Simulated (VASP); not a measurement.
Here is a VASP 6.6.1 calculation.

File INCAR:

```
SYSTEM = TaN
  ALGO = Fast
  EDIFF = 1E-6
  ENCUT = 520
  GGA = PS
  ISIF = 2
  ISMEAR = -1
  LASPH = .TRUE.
  LCHARG = .FALSE.
  LDAU = .TRUE.
  LDAUJ = 0 0
  LDAUL = 2 -1
  LDAUPRINT = 1
  LDAUTYPE = 2
  LDAUU = 3 0
  LMAXMIX = 4
  LREAL = .FALSE.
  LWAVE = .FALSE.
  NBANDS = 24
  NELM = 80
  PREC = Accurate
  SIGMA = 0.05
```

KPOINTS

```
k-points
0
G
  7 7 4
  0 0 0
```

The input POSCAR:

```
TaN
1.0
    2.9217699809      0.0000000000      0.0000000000
   -1.4608849905      2.5303270275      0.0000000000
    0.0000000000      0.0000000000      5.9165150000
Ta N
2 2
Direct
    0.0000000000      0.0000000000      0.5000000000
    0.0000000000      0.0000000000      0.0000000000
    0.3333333333      0.6666666667      0.2500000000
    0.6666666667      0.3333333333      0.7500000000
```

Potentials or basis: VASP PAW PBE potentials, release 64 (Ta_pv, N).

Run with:

```bash
$ cat potpaw_PBE.64/Ta_pv/POTCAR potpaw_PBE.64/N/POTCAR > POTCAR
$ mpirun -np 1 vasp_std > vasp.out
```

(1) What does it give for the band gap on the k mesh?

(2) Predict the pressure.

Answers

(1) none (metal or under the smearing width).

(2) -0.5 GPa.

Caveat: the PAW data sets were made with another functional, which shifts forces and pressure a little; U without spin polarisation on a metal has little footing.
